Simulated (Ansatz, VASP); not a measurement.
**KH3F4 in VASP and in Ansatz**

```
K H F
1.0
     3.72900    2.15294    3.93933
    -3.72900    2.15294    3.93933
     0.00000   -4.30588    3.93933
K H F
2 6 8
Direct
  0.00000 0.00000 0.00000
  0.50000 0.50000 0.50000
  0.46800 0.03200 0.25000
  0.25000 0.46800 0.03200
  0.03200 0.25000 0.46800
  0.53200 0.96800 0.75000
  0.75000 0.53200 0.96800
  0.96800 0.75000 0.53200
  0.57195 0.92805 0.25000
  0.25000 0.57195 0.92805
  0.92805 0.25000 0.57195
  0.42805 0.07195 0.75000
  0.75000 0.42805 0.07195
  0.07195 0.75000 0.42805
  0.25000 0.25000 0.25000
  0.75000 0.75000 0.75000
```

Alike in both runs: task single point; functional LDA; k mesh 4 × 4 × 4; no spin polarisation.

|  | VASP | Ansatz |
| --- | --- | --- |
| version | VASP 6.6.1 | Ansatz 0.2.0 |
| potentials or method | VASP PAW LDA potentials, release 64 (K_sv, H, F) | plane waves, PAW |
| plane-wave cutoff (eV) | 520 | 420 |
| occupations | gaussian, width 0.01 eV | fixed |
| valence electrons in the cell | 80 | 80 |

|  | VASP | Ansatz | Ansatz less VASP |
| --- | --- | --- | --- |
| gap on the k mesh at the Fermi level (eV) | 6.20 | 6.20 | 0.000 |

Caveats: forces of over 1 eV/Å show positions far from the minimum, so gaps and moduli don't describe the material at rest. LDA gaps usually lie below the measured ones, often by a third to a half. A k mesh can miss the band edges.
